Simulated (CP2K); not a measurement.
Crystal: SnSe2.

```
Sn Se
1.0
     3.81100    0.00000    0.00000
    -1.90550    3.30042    0.00000
     0.00000    0.00000    6.13600
Sn Se
1 2
Direct
  0.00000 0.00000 0.00000
  0.66667 0.33333 0.75100
  0.33333 0.66667 0.24900
```

Base run:

```yaml
Program: CP2K 2026.2
Functional: PBEsol
Potentials_or_basis: POTENTIAL_UZH Sn GTH-PBE-q4, Se GTH-PBE-q6; TZVP-MOLOPT-PBE-GTH basis
Density_cutoff: 6123 eV
k_mesh: 8 × 8 × 5
Occupations: fermi-dirac, width 0.1 eV
Spin: no spin polarisation
```

Its results: band gap on the k mesh 0.68 eV, indirect (least direct gap 0.93 eV).

Question: The run is repeated on the same cell with these changes: functional from PBEsol to TB-mBJ; density cutoff from 6123 eV to 9184 eV; cutoff of the grids from 450 Ry to 675 Ry. What comes out?

Answer: Band gap on the k mesh 1.09 eV, indirect (least direct gap 1.50 eV).

Caveats: spin-orbit coupling is left out, which moves the levels of the heavy elements; the basis of atomic orbitals isn't converged, which shifts pressures, moduli and gaps; the mesh misses the band edges, which the band path finds closer together (some runs); this is a model potential without an energy functional, so only levels have meaning (some runs).

Not every run made on this cell is shown here.
